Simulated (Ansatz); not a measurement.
# WS2: the cost of one run

Method: DFT LDA+D3(BJ), scalar-relativistic, plane waves, PAW, in Ansatz 0.2.0.

2 further runs of the same task are left out: 2 set aside as unsound or not needed.

**1. The starting structure**

Symmetry: P6_3/mmc, No. 194, hexagonal system. Conventional cell: a = 3.091 Å, b = 3.091 Å, c = 11.544 Å, α = 90.00°, β = 90.00°, γ = 120.00°. W (site symmetry -6m2) is surrounded by 6 S at 2.37 Å. Around S (site symmetry 3m) lie 3 W at 2.37 Å.

Structure file:

```cif
data_structure
_symmetry_space_group_name_H-M 'P6_3/mmc'
_symmetry_Int_Tables_number 194
_cell_length_a 3.0915
_cell_length_b 3.0915
_cell_length_c 11.5444
_cell_angle_alpha 90.000
_cell_angle_beta 90.000
_cell_angle_gamma 120.000
_cell_volume 95.55
loop_
_atom_site_label
_atom_site_type_symbol
_atom_site_symmetry_multiplicity
_atom_site_Wyckoff_symbol
_atom_site_fract_x
_atom_site_fract_y
_atom_site_fract_z
_atom_site_occupancy
W1 W 2 d 0.33333 0.66667 0.75000 1
S1 S 4 f 0.33333 0.66667 0.11424 1
```

It goes back to an entry of the Materials Project, which need not be the stable form.

This cell was relaxed beforehand with the same method: volume 15.92 Å³/atom, gap on the mesh 0.56 eV.

**2. The scan**

The energy is mapped over two normal modes frozen in (zone-centre modes of the cell shown).

The axes are (1) amplitude of mode 9 (308 cm⁻¹), largest displacement: 7 values from −0.100 Å; (2) amplitude of mode 11 (364 cm⁻¹), largest displacement: 7 values from −0.104 Å.

Nothing else is relaxed (the cell and all other modes fixed). Energies count from the relaxed high-symmetry cell. Points are written as (first, second).

The modes come from a phonon run on the reference cell, made beforehand.

Displacement patterns for an amplitude of 1 (Å):

```
atom      x1     y1     z1      x2     y2     z2
  W1   0.000  0.000  0.000  -0.008  0.000  0.000
  W2   0.000  0.000  0.000  -0.345  0.000  0.000
  S3   0.998  0.000  0.000   1.000  0.000  0.000
  S4   1.000  0.000  0.000   0.014  0.000  0.000
  S5  -1.000  0.000  0.000   0.997  0.000  0.000
  S6  -0.998  0.000  0.000   0.014  0.000  0.000
```

**3. Grid point (−0.100 Å, −0.104 Å)**

Input file input.yaml:

```yaml
crystal:
  lattice:
    - [3.0914600806, 0.0, 0.0]
    - [-1.5457300403, 2.6772829646, 0.0]
    - [0.0, 0.0, 11.5444296982]
  atoms:
    - { symbol: W, position: [0.3336284753, 0.6666666667, 0.7500394997] }
    - { symbol: W, position: [0.6782465377, 0.3333333333, 0.2499605003] }
    - { symbol: S, position: [0.2674244618, 0.6666666667, 0.1142434386] }
    - { symbol: S, position: [0.6338579505, 0.3333333333, 0.6143215319] }
    - { symbol: S, position: [0.3321443277, 0.6666666667, 0.3856784681] }
    - { symbol: S, position: [0.6984789872, 0.3333333333, 0.8857565614] }
basis:
  ecutwfc: 420
kpoints:
  mp_grid: { grid: [12, 12, 4] }
hamiltonian:
  xc: lda
  dispersion: d3bj
scf:
  occupations: { method: gaussian, width: 0.05 }
output:
  forces: true
  stress: true
  eigenvalues: true
```

Launch:

```sh
$ ansatz run input.yaml --threads 2 --pin off --max-ram 4096MiB --backend cpu --events-out ev --progress --plain --runs-dir out
```

What time and memory should one allow on 2 threads of Arm Neoverse N1, shared host?

About 65 s, with a peak of 0.83 GiB.
